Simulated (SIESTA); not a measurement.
The system is MnS.

```
CELL_PARAMETERS angstrom
0.00000 2.60450 2.60450
2.60450 0.00000 2.60450
2.60450 2.60450 0.00000
ATOMIC_POSITIONS crystal
Mn 0.00000 0.00000 0.00000
S 0.50000 0.50000 0.50000
```

Base run:

| Item | Value |
| --- | --- |
| Program | SIESTA 5.4.2 |
| Functional | PBEsol |
| Potentials or basis | PseudoDojo 0.4 standard (PBEsol files) |
| Basis | DZP (energy shift 0.003 Ry; two zetas on semicore shells) |
| Grid cutoff | 800 Ry |
| Energy shift | 0.003 Ry |
| k mesh | 7 × 7 × 7 |
| Occupations | fermi-dirac, width 0.05 eV |
| Spin | collinear spin, ferromagnetic start |
| Starting moments | [4.0, 0.0] μB |
| Hubbard terms | Mn d U = 4 eV |

Its results: band gap on the k mesh 0.78 eV, indirect (least direct gap 2.67 eV); pressure 1.9 GPa; net moment 5.00 μB per cell; site moments Mn +4.92; S +0.08 μB.

Problem. The run is repeated on the same cell with these changes: hubbard terms from Mn d U = 4 eV to Mn d U = 2 eV. What comes out?

Solution. Band gap on the k mesh none (metal or under the smearing width); pressure -0.7 GPa; net moment 4.97 μB per cell; site moments Mn +4.83; S +0.14 μB.

Caveats: short orbitals over semicore shells can move pressures by several GPa; the basis of atomic orbitals isn't converged, which shifts pressures, moduli and gaps; a cell with one magnetic atom can't hold antiferromagnetic order, which such compounds often take; an odd mesh through Γ misses points on the zone boundary, where band edges often lie (some runs).
